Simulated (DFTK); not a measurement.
The system is Ag.

```xyz
1
Lattice="0.0000 2.0427 2.0427 2.0427 0.0000 2.0427 2.0427 2.0427 0.0000" Properties=species:S:1:pos:R:3 pbc="T T T"
Ag    0.0000    0.0000    0.0000
```

Base run:

- Program: DFTK 0.8.2
- Functional: TASK
- Potentials or basis: SG15 1.2 (PBE)
- Cutoff: 1225 eV
- k mesh: 9 × 9 × 9
- Occupations: fermi-dirac, width 0.05 eV
- Spin: no spin polarisation

Its results: band gap on the k mesh none (metal or under the smearing width); pressure 5.1 GPa.

**Question.** The run is repeated on the same cell with these changes: functional from TASK to r2SCAN; potentials or basis from SG15 1.2 (PBE) to cp2k.nc.sr.pbe.v0_1.semicore.gth (PBE, GTH); cutoff from 1225 eV to 1769 eV; valence electrons from 19 to 11. What comes out?

**Answer.** Band gap on the k mesh none (metal or under the smearing width); pressure -2.6 GPa.

Caveats: the potentials were made for another functional, which shifts forces and pressure; GTH potentials come without recommended cutoffs, and this one wasn't checked for convergence (some runs).

Not every run made on this cell is shown here.
